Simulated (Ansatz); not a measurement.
**How far is PAW off for TaN?**

```
CELL_PARAMETERS angstrom
3.08811 0.00000 0.00000
-1.54406 2.67438 0.00000
0.00000 0.00000 4.98272
ATOMIC_POSITIONS crystal
Ta 0.00000 0.00000 0.00000
Ta 0.00000 0.00000 0.50000
N 0.33333 0.66667 0.25000
N 0.66667 0.33333 0.75000
```

Atoms are numbered in the order listed.

The cell comes from COD entry 1523630, which wasn't checked; take it as a given geometry. The listed cell was then made from it by scaling, straining or moving an atom.

No spin–orbit coupling, which matters for the heavy atoms here.

Levels of theory: DFT, PBE, PAW with Ansatz's default frozen-core files, scalar-relativistic (Ansatz 0.2.0); DFT, PBE, all-electron PAW with datasets made for the crystal, scalar-relativistic (Ansatz 0.2.0); DFT, PBE, all-electron LAPW, scalar-relativistic (Ansatz 0.2.0).

For PAW: a Γ-centred 9×9×5 k mesh, Fermi–Dirac smearing of 0.01 eV, cutoff 420 eV, no spin polarisation. The crystal-made all-electron datasets (AE datasets) take a cutoff of 500 eV at this cell. LAPW targets a basis error of 0.5 meV/atom. The Ansatz runs share mesh, smearing and spin set-up. Plane-wave (PAW) pressures include the program's estimate of the Pulay term.

Stress and pressure are positive in compression.

The change that made this cell: volume scaled by 1.04.

No spin–orbit coupling: at heavy atoms the gradients can be off by tens of per cent for that reason.

In a metal, gradients converge slowly with the k mesh: the values move by tens of per cent from one mesh to another, at times in sign, so only the comparison on one mesh counts.

```tsv
quantity	PAW	AE datasets	LAPW
pressure (GPa)	40.08	39.82	39.82
stress xx (GPa)	?	14.83	14.83
stress zz (GPa)	?	89.80	89.80
field gradient Vzz at Ta1 (10²¹ V/m²)	-21.27	?	–
field gradient Vzz at N3 (10²¹ V/m²)	0.54	0.53	–
```

(1) Give the missing entry: row "stress xx (GPa)", column "PAW".

(2) Give the missing entry: row "stress zz (GPa)", column "PAW".

(3) What belongs in the row "field gradient Vzz at Ta1 (10²¹ V/m²)", column "AE datasets"?

Answers

(1) 15.00.

(2) 90.24.

(3) -20.83.
